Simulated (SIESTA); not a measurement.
Runs of SIESTA 5.4.2 on BN. It takes space group F-43m (No. 216, cubic). The conventional cell has a = 3.626 Å, b = 3.626 Å, c = 3.626 Å, α = 90.00°, β = 90.00°, γ = 90.00°. N (site symmetry -43m) has 4 B at 1.57 Å as nearest neighbours. B (site symmetry -43m) is surrounded by 4 N at 1.57 Å. The cell is a database's computed one.

```csv
task,level,potentials or basis,gap on the mesh (eV),pressure (GPa),V0 of scaled cells (Å³/atom),B0 (GPa)
band structure,AM05,"PseudoDojo 0.4 standard (PBEsol files), DZP (energy shift 0.003 Ry)",4.45,-3.4,-,-
equation of state,LDA,"PseudoDojo 0.4 standard (LDA files), DZP (energy shift 0.003 Ry)",-,-,(a),(b)
band structure,BLYP,"PseudoDojo 0.4 standard (PBE files), DZP (energy shift 0.003 Ry)",(c),13.5,-,-
band structure,vdW-DF-cx,"PseudoDojo 0.4 standard (PBE files), DZP (energy shift 0.003 Ry)",4.58,0.5,-,-
single point,PBEsol,"PseudoDojo 0.4 standard (PBEsol files), DZP (energy shift 0.003 Ry)",4.45,-2.4,-,-
equation of state,PBEsol,"PseudoDojo 0.4 standard (PBEsol files), DZP (energy shift 0.003 Ry)",-,-,5.92,391
```

Alike in all rows: no spin polarisation; cell as given; k mesh 13 × 13 × 13; smearing fermi-dirac 0.05 eV; grid cutoff 800 Ry; energy shift 0.003 Ry.

Question: Estimate the missing entries.

Answer: (a) 5.79; (b) 406; (c) 4.98.

Caveats: the basis of atomic orbitals isn't converged, which shifts pressures, moduli and gaps; the potentials were made for another functional, which shifts forces and pressure (some runs); an odd mesh through Γ misses points on the zone boundary, where band edges often lie (some runs).

Runs at the PBE level aren't shown here.
